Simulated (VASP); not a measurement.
# TaAs (P6_3/mmc) in VASP: band structure with PBEsol+rVV10

Aim: the band structure of TaAs with PBEsol+rVV10.

All numbers are computed with VASP 6.6.1; they aren't measurements. Logs are shortened: lines on timing, memory, paths and dates and some standing lists are left out, and cuts for length are marked.

## 1. Starting point

Symmetry: P6_3/mmc, No. 194, hexagonal system. The conventional cell has a = 4.377 Å, b = 4.377 Å, c = 5.125 Å, α = 90.00°, β = 90.00°, γ = 120.00°. Ta (site symmetry -6m2) has 5 As at 2.53 to 2.56 Å as nearest neighbours. As (site symmetry -6m2) is surrounded by 5 Ta at 2.53 to 2.56 Å.

The cell was built by a generator and needn't be a form met in nature.

## 2. Band structure, PBEsol+rVV10, collinear spin, zero start

INCAR

```
  PREC = Accurate
  ENCUT = 520
  EDIFF = 1E-6
  ISMEAR = -1
  SIGMA = 0.02
  LREAL = False
  LASPH = True
  NELM = 80
  ALGO = Fast
  ISIF = 2
  LWAVE = False
  LCHARG = False
  ISPIN = 2
  MAGMOM = 0 0 0 0
  LORBIT = 11
  LMAXMIX = 4
  GGA = PS
  LUSE_VDW = True
  IVDW_NL = 2
  BPARAM = 20.0
  CPARAM = 0.0093
  AMIX = 0.8
  ISYM = 1
```

TaAs.cif

```cif
data_TaAs
_cell_length_a 4.37706210
_cell_length_b 4.37706210
_cell_length_c 5.12543000
_cell_angle_alpha 90.00000000
_cell_angle_beta 90.00000000
_cell_angle_gamma 120.00000000
_space_group_name_H-M_alt 'P6_3/mmc'
_space_group_name_Hall '-P 6c 2c'
_space_group_IT_number 194
loop_
_space_group_symop_operation_xyz
'x,y,z'
'-x,-y,-z'
'x-y,x,z+1/2'
'-x+y,-x,-z+1/2'
'-y,x-y,z'
'y,-x+y,-z'
'-x,-y,z+1/2'
'x,y,-z+1/2'
'-x+y,-x,z'
'x-y,x,-z'
'y,-x+y,z+1/2'
'-y,x-y,-z+1/2'
'-y,-x,-z+1/2'
'y,x,z+1/2'
'-x,-x+y,-z'
'x,x-y,z'
'-x+y,y,-z+1/2'
'x-y,-y,z+1/2'
'y,x,-z'
'-y,-x,z'
'x,x-y,-z+1/2'
'-x,-x+y,z+1/2'
'x-y,-y,-z'
'-x+y,y,z'
loop_
_atom_site_label
_atom_site_type_symbol
_atom_site_symmetry_multiplicity
_atom_site_Wyckoff_symbol
_atom_site_fract_x
_atom_site_fract_y
_atom_site_fract_z
_atom_site_occupancy
Ta1 Ta 2 c 0.6666666667 0.3333333333 0.7500000000 1
As1 As 2 d 0.3333333333 0.6666666667 0.7500000000 1
```

KPOINTS

```
regular mesh
0
Gamma
  7 7 5
```

POSCAR

```
Ta As
 1.0000000000000000
     4.3770620999999998    0.0000000000000000    0.0000000000000000
    -2.1885310499999990    3.7906469725420631    0.0000000000000000
     0.0000000000000000    0.0000000000000000    5.1254299999999997
 Ta  As 
   2   2
Cartesian
  2.1885310502188533  1.2635489907209991  3.8440724999999998
 -0.0000000002188526  2.5270979818210639  1.2813574999999999
 -0.0000000002188525  2.5270979818210635  3.8440724999999998
  2.1885310502188537  1.2635489907209996  1.2813574999999999
```

KPOINTS_OPT

```
path GMKGALHA,LM,KH
10
line-mode
reciprocal
 0.0000000000  0.0000000000  0.0000000000  G
 0.5000000000  0.0000000000  0.0000000000  M

 0.5000000000  0.0000000000  0.0000000000  M
 0.3333333333  0.3333333333  0.0000000000  K

 0.3333333333  0.3333333333  0.0000000000  K
 0.0000000000  0.0000000000  0.0000000000  G

 0.0000000000  0.0000000000  0.0000000000  G
 0.0000000000  0.0000000000  0.5000000000  A

 0.0000000000  0.0000000000  0.5000000000  A
 0.5000000000  0.0000000000  0.5000000000  L

 0.5000000000  0.0000000000  0.5000000000  L
 0.3333333333  0.3333333333  0.5000000000  H

 0.3333333333  0.3333333333  0.5000000000  H
 0.0000000000  0.0000000000  0.5000000000  A

 0.5000000000  0.0000000000  0.5000000000  L
 0.5000000000  0.0000000000  0.0000000000  M

 0.3333333333  0.3333333333  0.0000000000  K
 0.3333333333  0.3333333333  0.5000000000  H
```

Potentials or basis: VASP PAW PBE potentials, release 64 (Ta_pv, As).

Launch:

```
$ ase convert -i cif -o vasp TaAs.cif POSCAR
$ cat potpaw_PBE.64/Ta_pv/POTCAR potpaw_PBE.64/As/POTCAR > POTCAR
$ mpirun -np 1 vasp_std > vasp.out
```

OUTCAR:

```text
PREC = Accurate
   ENCUT = 520
   EDIFF = 1E-6
   ISMEAR = -1
   LREAL = False
   LASPH = True
   NELM = 80
   ISIF = 2
   ISPIN = 2
   LORBIT = 11
   GGA = PS
   IVDW_NL = 2
   BPARAM = 20.0
   AMIX = 0.8
   ISYM = 1

 ion  position               nearest neighbor table
   1  0.667  0.333  0.750-   3 2.53   3 2.53   3 2.53   4 2.56   4 2.56   2 3.60   2 3.60   2 3.60
                             2 3.60   2 3.60   2 3.60
   2  0.333  0.667  0.250-   4 2.53   4 2.53   4 2.53   3 2.56   3 2.56   1 3.60   1 3.60   1 3.60
                             1 3.60   1 3.60   1 3.60
   3  0.333  0.667  0.750-   1 2.53   1 2.53   1 2.53   2 2.56   2 2.56
   4  0.667  0.333  0.250-   2 2.53   2 2.53   2 2.53   1 2.56   1 2.56

  LATTYP: Found a hexagonal cell.
 ALAT       =     4.3770621000
 C/A-ratio  =     1.1709749332

  Lattice vectors:

 A1 = (   4.3770621000,   0.0000000000,   0.0000000000)
 A2 = (  -2.1885310500,   3.7906469725,   0.0000000000)
 A3 = (   0.0000000000,   0.0000000000,   5.1254300000)

Analysis of symmetry for initial positions (statically):
=====================================================================
 Subroutine PRICEL returns:
 Original cell was already a primitive cell.

 Routine SETGRP: Setting up the symmetry group for a
 hexagonal supercell.

 Subroutine GETGRP returns: Found 24 space group operations
 (whereof 12 operations were pure point group operations)
 out of a pool of 24 trial point group operations.

The static configuration has the point symmetry D_3d.
 The point group associated with its full space group is D_6h.

Analysis of symmetry for dynamics (positions and initial velocities):
=====================================================================
 Subroutine PRICEL returns:
 Original cell was already a primitive cell.

 Routine SETGRP: Setting up the symmetry group for a
 hexagonal supercell.

 Subroutine GETGRP returns: Found 24 space group operations
 (whereof 12 operations were pure point group operations)
 out of a pool of 24 trial point group operations.

The dynamic configuration has the point symmetry D_3d.
 The point group associated with its full space group is D_6h.

Analysis of structural, dynamic, and magnetic symmetry:
=====================================================================
 Subroutine PRICEL returns:
 Original cell was already a primitive cell.

 Routine SETGRP: Setting up the symmetry group for a
 hexagonal supercell.

 Subroutine GETGRP returns: Found 24 space group operations
 (whereof 12 operations were pure point group operations)
 out of a pool of 24 trial point group operations.

The overall configuration has the point symmetry D_3d.
 The point group associated with its full space group is D_6h.

 Subroutine INISYM returns: Found 24 space group operations
 (whereof 12 operations are pure point group operations),
 and found     1 'primitive' translations

----------------------------------------------------------------------------------------

                                     Primitive cell

  volume of cell :      85.0406

  direct lattice vectors                    reciprocal lattice vectors
     4.377062100  0.000000000  0.000000000     0.228463745  0.131903605  0.000000000
    -2.188531050  3.790646973  0.000000000     0.000000000  0.263807209  0.000000000
     0.000000000  0.000000000  5.125430000     0.000000000  0.000000000  0.195105581

  length of vectors
     4.377062100  4.377062100  5.125430000     0.263807209  0.263807209  0.195105581

  position of ions in fractional coordinates (direct lattice)
     0.666666667  0.333333333  0.750000000
     0.333333333  0.666666667  0.250000000
     0.333333333  0.666666667  0.750000000
     0.666666667  0.333333333  0.250000000

  ion indices of the primitive-cell ions
   primitive index   ion index
                 1           1
                 2           2
                 3           3
                 4           4

----------------------------------------------------------------------------------------

 KPOINTS: regular mesh

[... 25 lines left out ...]
  0.142857  0.000000  0.000000      6.000000
  0.285714  0.000000  0.000000      6.000000
  0.428571  0.000000  0.000000      6.000000
  0.142857  0.142857  0.000000      6.000000
  0.285714  0.142857  0.000000     12.000000
[... 16 lines left out ...]
  0.428571  0.142857  0.400000     12.000000
  0.285714  0.285714  0.400000     12.000000
   k-points           NKPTS =     24   k-points in BZ     NKDIM =     24   number of bands    NBANDS=     20
   number of dos      NEDOS =    301   number of ions     NIONS =      4
   total plane-waves  NPLWV =  51840
   dimension x,y,z NGX =    36 NGY =   36 NGZ =   40
   dimension x,y,z NGXF=    72 NGYF=   72 NGZF=   80
   ions per type =               2   2
   NGX,Y,Z   is equivalent  to a cutoff of  13.67, 13.67, 12.97 a.u.
   NGXF,Y,Z  is equivalent  to a cutoff of  27.35, 27.35, 25.95 a.u.
 SYSTEM =  unknown system
   PREC   = accura    normal or accurate (medium, high low for compatibility)
   ISTART =      0    job   : 0-new  1-cont  2-samecut
   ICHARG =      2    charge: 1-file 2-atom 10-const
   ISPIN  =      2    spin polarized calculation?
   LNONCOLLINEAR =      F non collinear calculations
   LSORBIT =      F    spin-orbit coupling
   LASPH  =      T    aspherical Exc in radial PAW
   ENCUT  =  520.0 eV  38.22 Ry    6.18 a.u.   8.14  8.14  9.53*2*pi/ulx,y,z
   NELM   =     80;   NELMIN=  2; NELMDL= -5     # of ELM steps
   EDIFF  = 0.1E-05   stopping-criterion for ELM
   LREAL  =      F    real-space projection
   EDIFFG = 0.1E-04   stopping-criterion for IOM
   NSW    =      0    number of steps for IOM
   IBRION =     -1    ionic relax: 0-MD 1-quasi-New 2-CG
   NFREE  =      0    steps in history (QN), initial steepest desc. (CG)
   ISIF   =      2    stress and relaxation
   ISYM   =      1    0-nonsym 1-usesym 2-fastsym
   POTIM  = 0.5000    time-step for ionic-motion
   TEBEG  =    0.0;   TEEND  =   0.0 temperature during run
   PSTRESS=    0.0 pullay stress
   NELECT =      32.0000    total number of electrons
   NUPDOWN=      -1.0000    fix difference up-down
   EMIN   =  10.00;   EMAX   =-10.00  energy-range for DOS
   EFERMI =   0.00;   METHOD = LEGACY
   ISMEAR =    -1;   SIGMA  =   0.02  broadening in eV -4-tet -1-fermi 0-gaus
   EFERMI_NEDOS =   21; number of points for ismear=-14 and -15
   IALGO  =     68    algorithm
   IMIX   =      4    mixing-type and parameters
     AMIX     =   0.80;   BMIX     =  1.00
     AMIX_MAG =   3.20;   BMIX_MAG =  1.00
  volume/ion in A,a.u.               =      21.26       143.47
  Fermi-wavevector in a.u.,A,eV,Ry     =   1.181905  2.233477 19.005982  1.396900
  Thomas-Fermi vector in A             =   2.318170
   LORBIT       =     11    0 simple, 1 ext, 2 COOP (PROOUT), +10 PAW based schemes
   GGA     = PS    functional components
   LHFCALC =     F    Hartree Fock is set to
   AEXX    =    0.0000 exact exchange contribution
   IVDW_NL    =     2    kernel type
   BPARAM     =20.0000
   IVDW    =     0    specifies the selected vdW correction
   LEPSILON=     F    determine dielectric tensor
   LRPA    =     F    only Hartree local field effects (RPA)
 spin polarized calculation
 RMM-DIIS sequential band-by-band and
  energy-cutoff  :      520.00
  volume of cell :       85.04
 maximum number of plane-waves:      2305
 NGX is ok and might be reduce to    36

 number of electron      32.0000003 magnetization      -0.0000837

 number of electron      32.0000003 magnetization       0.0000558

 Free energy of the ion-electron system (eV)
  ---------------------------------------------------
  ext. energy  EPLUGINS =         0.00000000
  ---------------------------------------------------
  free energy    TOTEN  =       -34.50555092 eV

  energy without entropy =      -34.50172241  energy(sigma->0) =      -34.50363666

 E-fermi :   5.2933     XC(G=0): -10.7882

 val. band max:        5.2649443775   @ k =   0.4286   0.0000   0.4000
 cond. band min:       5.3132261547   @ k =   0.1429   0.1429   0.4000
 fundamental gap:      0.0482817772
 Fermi energy:         5.2932820318

 spin component 1

 k-point     1 :       0.0000    0.0000    0.0000
  band No.  band energies     occupation
      1     -30.0462      1.00000
      2     -29.9177      1.00000
      3     -29.8915      1.00000
      4     -29.8915      1.00000
      5     -29.8398      1.00000
      6     -29.8398      1.00000
[... 528 lines left out ...]
      6     -29.8528      1.00000
[... 12 lines left out ...]
     19       6.8249      0.00000
     20       6.9322      0.00000
 Fermi energy:         5.2932820318

 spin component 2

 k-point     1 :       0.0000    0.0000    0.0000
  band No.  band energies     occupation
      1     -30.0462      1.00000
      2     -29.9177      1.00000
      3     -29.8914      1.00000
      4     -29.8914      1.00000
      5     -29.8398      1.00000
      6     -29.8398      1.00000
[... 541 lines left out ...]
     19       6.8124      0.00000
     20       6.9700      0.00000

------------------------ aborting loop because EDIFF is reached ----------------------------------------

  FORCE on cell =-STRESS in cart. coord.  units (eV):
  Direction    XX          YY          ZZ          XY          YZ          ZX
  --------------------------------------------------------------------------------------
  -------------------------------------------------------------------------------------
  Total       -0.0059187     -0.0059187     -0.5373206     -0.0000000      0.0000000      0.0000000
  in kB       -0.1115084     -0.1115084    -10.1231983     -0.0000000      0.0000000      0.0000000
  external PRESSURE =      -3.4487384 kB  Pullay stress =       0.0000000 kB

 VOLUME and BASIS-vectors are now :
 -----------------------------------------------------------------------------
  energy-cutoff  :      520.00
  volume of cell :       85.04
      direct lattice vectors                 reciprocal lattice vectors
     4.377062100  0.000000000  0.000000000     0.228463745  0.131903605  0.000000000
    -2.188531050  3.790646973  0.000000000     0.000000000  0.263807209  0.000000000
     0.000000000  0.000000000  5.125430000     0.000000000  0.000000000  0.195105581

 POSITION                                       TOTAL-FORCE (eV/Angst)
 -----------------------------------------------------------------------------------
      2.18853      1.26355      3.84407        -0.000000     -0.000000      0.000000
     -0.00000      2.52710      1.28136         0.000000     -0.000000      0.000000
     -0.00000      2.52710      3.84407        -0.000000      0.000000      0.000000
      2.18853      1.26355      1.28136         0.000000     -0.000000      0.000000
 -----------------------------------------------------------------------------------
    total drift:                                0.000000     -0.000000      0.000000

  FREE ENERGIE OF THE ION-ELECTRON SYSTEM (eV)
  ---------------------------------------------------
  free  energy   TOTEN  =       -34.5055509226 eV

  energy  without entropy=      -34.5017224072  energy(sigma->0) =      -34.50363666

 total charge

# of ion       s       p       d       tot
------------------------------------------
    1        0.289   6.117   2.471   8.877
    2        0.289   6.117   2.471   8.877
    3        1.193   1.693   0.096   2.982
    4        1.193   1.693   0.096   2.982
--------------------------------------------------
tot          2.964  15.620   5.134  23.719

 magnetization (x)

# of ion       s       p       d       tot
------------------------------------------
    1        0.000   0.000   0.000   0.000
    2        0.000   0.000   0.000   0.000
    3       -0.000  -0.000   0.000  -0.000
    4       -0.000  -0.000   0.000  -0.000
--------------------------------------------------
tot          0.000   0.000   0.000   0.000
```

It took 9.6 min on 1 thread of AMD EPYC 7R13 (Zen 3), shared host; peak memory 0.43 GiB.

Results:

| Item | Value |
| --- | --- |
| Free energy | -34.5056 eV |
| Pressure | -0.3 GPa |
| Band gap along the path | none (metal or under the smearing width) |
| Net moment | 0.00 μB per cell |
| Valence electrons inside the program's atomic spheres | Ta 8.88; As 2.98 |

Stress tensor (GPa, compression positive):
```
-0.01  0.00  0.00
 0.00 -0.01  0.00
 0.00  0.00 -1.01
```

Levels at the corners of the path, in eV from the Fermi level:
Spin up:
```csv
point,band 13,band 14,band 15,band 16,band 17,band 18,band 19,band 20
Γ,-4.03,-1.57,-1.57,-0.61,-0.13,1.02,1.02,1.47
M,-3.84,-2.19,-2.03,-1.04,0.33,0.38,1.03,1.39
M,-3.84,-2.19,-2.03,-1.04,0.33,0.38,1.03,1.39
K,-3.84,-2.81,-1.70,-1.51,0.17,0.65,0.65,2.03
K,-3.84,-2.81,-1.70,-1.51,0.17,0.65,0.65,2.02
Γ,-4.03,-1.57,-1.57,-0.61,-0.13,1.02,1.02,1.47
Γ,-4.03,-1.57,-1.57,-0.61,-0.13,1.02,1.02,1.47
A,-4.61,-4.61,0.68,0.68,0.68,0.68,1.64,1.64
A,-4.61,-4.61,0.68,0.68,0.68,0.68,1.64,1.64
L,-3.78,-3.78,-0.56,-0.56,0.28,0.28,1.49,1.49
L,-3.78,-3.78,-0.56,-0.56,0.28,0.28,1.49,1.49
H,-3.70,-3.70,-1.01,-1.01,1.26,1.26,1.42,1.46
H,-3.70,-3.70,-1.01,-1.01,1.26,1.26,1.42,1.43
A,-4.61,-4.61,0.68,0.68,0.68,0.68,1.64,1.64
L,-3.78,-3.78,-0.56,-0.56,0.28,0.28,1.49,1.49
M,-3.84,-2.19,-2.03,-1.04,0.33,0.38,1.03,1.39
K,-3.84,-2.81,-1.70,-1.51,0.17,0.65,0.65,2.07
H,-3.70,-3.70,-1.01,-1.01,1.26,1.26,1.42,1.43
```
Spin down:
```tsv
point	band 12	band 13	band 14	band 15	band 16	band 17	band 18	band 19	band 20
Γ	-4.03	-4.03	-1.57	-1.57	-0.61	-0.13	1.02	1.02	1.47
M	-3.84	-3.84	-2.19	-2.03	-1.04	0.33	0.38	1.03	1.39
M	-3.84	-3.84	-2.19	-2.03	-1.04	0.33	0.38	1.03	1.39
K	-3.84	-3.84	-2.81	-1.70	-1.51	0.17	0.65	0.65	2.03
K	-3.84	-3.84	-2.81	-1.70	-1.51	0.17	0.65	0.65	2.03
Γ	-4.03	-4.03	-1.57	-1.57	-0.61	-0.13	1.02	1.02	1.47
Γ	-4.03	-4.03	-1.57	-1.57	-0.61	-0.13	1.02	1.02	1.47
A	-4.61	-4.61	-4.61	0.68	0.68	0.68	0.68	1.64	1.64
A	-4.61	-4.61	-4.61	0.68	0.68	0.68	0.68	1.64	1.64
L	-4.05	-3.78	-3.78	-0.56	-0.56	0.28	0.28	1.49	1.49
L	-4.05	-3.78	-3.78	-0.56	-0.56	0.28	0.28	1.49	1.49
H	-4.30	-3.70	-3.70	-1.01	-1.01	1.26	1.26	1.42	1.42
H	-4.30	-3.70	-3.70	-1.01	-1.01	1.26	1.26	1.42	1.42
A	-4.61	-4.61	-4.61	0.68	0.68	0.68	0.68	1.64	1.64
L	-4.05	-3.78	-3.78	-0.56	-0.56	0.28	0.28	1.49	1.49
M	-3.84	-3.84	-2.19	-2.03	-1.04	0.33	0.38	1.03	1.39
K	-3.84	-3.84	-2.81	-1.70	-1.51	0.17	0.65	0.65	2.03
H	-4.30	-3.70	-3.70	-1.01	-1.01	1.26	1.26	1.42	1.42
```

Caveat: the PAW data sets were made with another functional, which shifts forces and pressure a little; spin-orbit coupling is left out, which moves the levels of the heavy elements.

## 3. The reference run

An earlier run on the cell as given: functional PBE; potentials or basis VASP PAW PBE potentials, release 64 (Ta_pv, As); cutoff 520 eV; k mesh 7 × 7 × 5; occupations fermi-dirac, width 0.05 eV; no spin polarisation.

* Pressure: 4.4 GPa
* Band gap on the k mesh: none (metal or under the smearing width)
